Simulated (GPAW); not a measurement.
# Sb in GPAW: convergence with k mesh

Input of the first run (k mesh 2 × 2 × 2); the others differ in this setting and in those tied to it:

File run.py:

```python
from ase.dft.bandgap import bandgap
from ase.io import read, write
from ase.units import GPa
from gpaw import GPAW, PW

atoms = read('Sb.xyz')

calc = GPAW(mode=PW(600),
            xc='MGGA_X_R2SCAN+MGGA_C_R2SCAN',
            kpts={'size': (2, 2, 2), 'gamma': True},
            occupations={'name': 'fermi-dirac', 'width': 0.05},
            nbands=25,
            convergence={'density': 1e-05, 'energy': 1e-05},
            maxiter=100,
            txt='gpaw.txt')
atoms.calc = calc
energy = atoms.get_potential_energy()
forces = atoms.get_forces()
stress = atoms.get_stress()
calc.write('gs.gpw')
write('result.traj', atoms)
print(f'Energy: {energy:.6f} eV')
print('Forces (eV/A):')
print(forces.round(4))
print('Stress (GPa):', (stress / GPa).round(3))
print('Fermi level:', round(calc.get_fermi_level(), 4), 'eV')
print(f'Gap: {bandgap(calc)[0]:.4f} eV, direct: {bandgap(calc, direct=True)[0]:.4f} eV')
```

File Sb.xyz:

```xyz
2
Lattice="2.1542000000 1.2437279499 3.7580000000 -2.1542000000 1.2437279499 3.7580000000 0.0000000000 -2.4874558998 3.7580000000" Properties=species:S:1:pos:R:3 pbc="T T T"
Sb     0.0000000000      0.0000000000      8.6416337400
Sb     0.0000000000      0.0000000000      2.6323662600
```

Potentials or basis: GPAW PAW data sets (gpaw-data 1.2.1), pw.

Run with:

```bash
$ OMP_NUM_THREADS=1 python run.py
```

Hardware: 1 thread of Arm Neoverse V1, on a shared host.

Q: The values tried are 2 × 2 × 2, 3 × 3 × 3, 4 × 4 × 4, 5 × 5 × 5, 6 × 6 × 6, 7 × 7 × 7, loosest first. From which on does the pressure stay within 0.1 GPa of the tightest run that finished?

A: From 6 × 6 × 6 on.

```csv
k mesh,"energy less the tightest run, at zero smearing (meV/atom)",pressure (GPa),largest force (eV/Å),gap on the mesh (eV),SCF cycles,CPU time (s),peak memory (GiB)
2 × 2 × 2,974.09,7.57,1.892,0.168,12,24,0.24
3 × 3 × 3,-35.91,2.50,0.309,1.166,11,30,0.25
4 × 4 × 4,-12.65,1.56,0.225,0.236,16,89,0.25
5 × 5 × 5,-7.82,1.44,0.141,0.381,16,130,0.26
6 × 6 × 6,1.67,1.52,0.102,0.000,17,220,0.28
7 × 7 × 7,0.00,1.54,0.026,0.347,16,290,0.29
```

Not settled before the last step: the energy (to 1 meV/atom), the largest force (to 0.005 eV/Å), the gap on the mesh (to 0.01 eV). Meshes of other sizes hit other points, so gaps and Fermi surfaces needn't settle smoothly. The tightest run that finished is the yardstick and may itself not be fully converged.

Caveat, for the tightest run too: the PAW data sets were made with another functional, which shifts forces and pressure a little; spin-orbit coupling is left out, which moves the levels of the heavy elements; an odd mesh through Γ misses points on the zone boundary, where band edges often lie.
